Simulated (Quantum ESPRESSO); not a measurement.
## Rh under changes of volume

One of the cells (13.671 Å³/atom); the others are scaled copies at fixed shape and fractional positions:

```
Rh
1.0
     0.00000    1.89785    1.89785
     1.89785    0.00000    1.89785
     1.89785    1.89785    0.00000
Rh
1
Cartesian
  0.0000 0.0000 0.0000
```

| Quantity | Value |
| --- | --- |
| Program | Quantum ESPRESSO 7.5 |
| Functional | PBEsol |
| Potentials or basis | PseudoDojo 0.4.1 SR PBEsol standard |
| Cutoff | 1197 eV |
| Density cutoff | 4789 eV |
| k mesh | 12 × 12 × 12 |
| Occupations | fermi-dirac, width 0.05 eV |
| Spin | no spin polarisation |

```tsv
volume (Å³/atom)	energy over the lowest point (meV/atom)	pressure (GPa)
12.851	32.76	17.0
13.125	10.24	9.4
13.398	0.00	2.6
13.671	0.59	-3.3
13.945	10.75	-8.6
14.218	?	?
14.492	55.41	-17.3
```

What does the run at 14.218 Å³/atom give?

Energy over the lowest point 29.35 meV/atom; pressure -13.2 GPa.

Worked out: A Birch-Murnaghan fit of order 3 (a polynomial in V^(-2/3)) to the other rows has its minimum at 13.52 Å³/atom with B0 = V·E''(V) = 297 GPa and B' = 5.1. It gives 29.31 meV/atom at 14.218 Å³/atom, against the run's 29.35, and -dE/dV = -13.2 GPa, against -13.2.

Energies are extrapolated to zero smearing.
